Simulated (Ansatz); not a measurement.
# Pt (Pt, beta-Sn type): the cost of one run

Program: Ansatz 0.2.0. Level of theory: DFT PBE, plane waves (420 eV) with PAW, scalar-relativistic. These are calculated values, not measurements.

## (1) Starting point

It takes space group I4_1/amd (No. 141, tetragonal). The conventional cell has a = 4.879 Å, b = 4.879 Å, c = 2.664 Å, α = 90.00°, β = 90.00°, γ = 90.00°. Around Pt (site symmetry -4m2) lie 6 Pt at 2.53 to 2.66 Å.

Structure file:

```
Pt
1.0
    -2.43930    2.43930    1.33186
     2.43930   -2.43930    1.33186
     2.43930    2.43930   -1.33186
Pt
2
Cartesian
  0.0000 0.0000 0.0000
  0.0000 2.4393 0.6659
```

The atoms start with moments of +1 ×2 μB.

## (2) Relaxation of the cell

Contents of input.yaml:

```yaml
crystal:
  lattice:
    - [-2.4392984224, 2.4392984224, 1.3318569387]
    - [2.4392984224, -2.4392984224, 1.3318569387]
    - [2.4392984224, 2.4392984224, -1.3318569387]
  atoms:
    - { symbol: Pt, position: [0.0, 0.0, 0.0], spin: 1.0 }
    - { symbol: Pt, position: [0.75, 0.25, 0.5], spin: 1.0 }
hamiltonian:
  xc: pbe
  pseudopotentials:
    kind: paw
    azcp:
      Pt: "pseudopotentials/Pt.paw.azcp"
basis:
  ecutwfc: 420
  fft_grid_basis: typed
kpoints:
  mp_grid: { grid: [13, 13, 9], shift: [0, 0, 0] }
magnetization:
  spin_polarized: true
scf:
  occupations: { method: fermi_dirac, width: 0.05 }
relax:
  max_steps: 60
  f_tol: 0.01
  cell: {}
```

**Question.** How long does this run take on 2 threads of an Arm CPU, shared host, and how much memory does it need?

About 5.9 min, with a peak of 0.68 GiB.
